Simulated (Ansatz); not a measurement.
InSe (P6_3/mmc), frozen normal mode

Level of theory: DFT PBE, scalar-relativistic, plane waves, PAW (Ansatz 0.2.0). The runs took a 420 eV cutoff, a Γ-centred 12×12×2 mesh and Gaussian smearing (0.05 eV). No spin polarisation. Energies are free energies at this smearing, counted from the undisturbed cell; pressure is positive in compression.

Zero of the scan (relaxed at this level):

```
In Se
1.0
     4.08963    0.00000    0.00000
    -2.04481    3.54172    0.00000
     0.00000    0.00000   18.40301
In Se
4 4
Direct
  0.33333 0.66667 0.17323
  0.66667 0.33333 0.67323
  0.33333 0.66667 0.32677
  0.66667 0.33333 0.82677
  0.33333 0.66667 0.60417
  0.66667 0.33333 0.10417
  0.33333 0.66667 0.89583
  0.66667 0.33333 0.39583
```

The cell holds layers and no dispersion correction was added, so their binding is poorly described.

A zone-centre mode of this cell is frozen in: each atom moves by x times its row below, so x is the largest displacement.
```
atom ux uy uz
 In1  0.000  0.000   0.001
 In2  0.000  0.000   0.549
 In3  0.000  0.000  -0.001
 In4  0.000  0.000  -0.549
 Se5  0.000  0.000   1.000
 Se6  0.000  0.000  -0.001
 Se7  0.000  0.000  -1.000
 Se8  0.000  0.000   0.001
```

```csv
x (Å),ΔE (meV/cell),force along the mode (eV/Å),pressure (GPa),gap on the mesh (eV)
-0.2000,140.2,1.29,-1.1,0.60
-0.1000,38.1,?,-0.6,?
0.0000,0.0,0.00,0.0,0.70
0.1500,108.9,-1.56,1.1,0.74
```

(1) Give the withheld values.

Results:

(1) force along the mode (eV/Å) at x (Å) = -0.1000: 0.73; gap on the mesh (eV) at x (Å) = -0.1000: 0.66.

Cost: 4 runs of about 6.1 core-minutes in all, on Intel Xeon Processor @ 2.50GHz (Skylake/Cascade Lake) (shared hosts).